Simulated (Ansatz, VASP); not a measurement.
TePb in VASP and in Ansatz

INCAR

```
SYSTEM = TePb
PREC = Accurate
ENCUT = 520
EDIFF = 1E-6
ISMEAR = -1
SIGMA = 0.05
LREAL = .False.
LASPH = .True.
NELM = 80
ALGO = Fast
ISIF = 2
LWAVE = .False.
LCHARG = .False.
GGA = PE
NBANDS = 17
```

KPOINTS

```
Automatic mesh
0
Gamma
  7 7 7
  0 0 0
```

The input POSCAR:

```
TePb
1.0
    0.0000000000      3.2523979746      3.2523979746
    3.2523979746      0.0000000000      3.2523979746
    3.2523979746      3.2523979746      0.0000000000
Pb Te
1 1
Direct
    0.0000000000      0.0000000000      0.0000000000
    0.5000000000      0.5000000000      0.5000000000
```

The input input.yaml:

```yaml
crystal:
  lattice:
    - [0.0, 3.2523979746, 3.2523979746]
    - [3.2523979746, 0.0, 3.2523979746]
    - [3.2523979746, 3.2523979746, 0.0]
  atoms:
    - { symbol: Pb, position: [0.0, 0.0, 0.0] }
    - { symbol: Te, position: [0.5, 0.5, 0.5] }
kpoints:
  mp_grid: { grid: [7, 7, 7] }
scf:
  occupations: { method: fermi_dirac, width: 0.05 }
hamiltonian:
  xc: pbe
  pseudopotentials: { kind: all_electron, lapw: { basis_error: 0.0005 } }
output:
  forces: true
  stress: true
  eigenvalues: true
```

Change from the starting cell: volume scaled by 1.02.

Alike in both runs: task single point; functional PBE; k mesh 7 × 7 × 7; occupations fermi-dirac, width 0.05 eV; no spin polarisation.

|  | VASP | Ansatz |
| --- | --- | --- |
| version | VASP 6.6.1 | Ansatz 0.2.0 |
| potentials or method | VASP PAW PBE potentials, release 64 (Pb_d, Te) | all-electron LAPW, scalar-relativistic |
| plane-wave cutoff (eV) | 520 | see its input |

```tsv
	VASP	Ansatz	Ansatz less VASP
gap on the k mesh at the Fermi level (eV)	1.04	1.04	-0.004
least direct gap on the mesh (eV)	1.04	1.04	-0.004
pressure (GPa)	1.2	1.2	+0.05
```

Ansatz ran all-electron here, so the differences hold the error of VASP's frozen core and of both bases.

The runs have no spin-orbit coupling, so splittings on Pb, Te are missing.
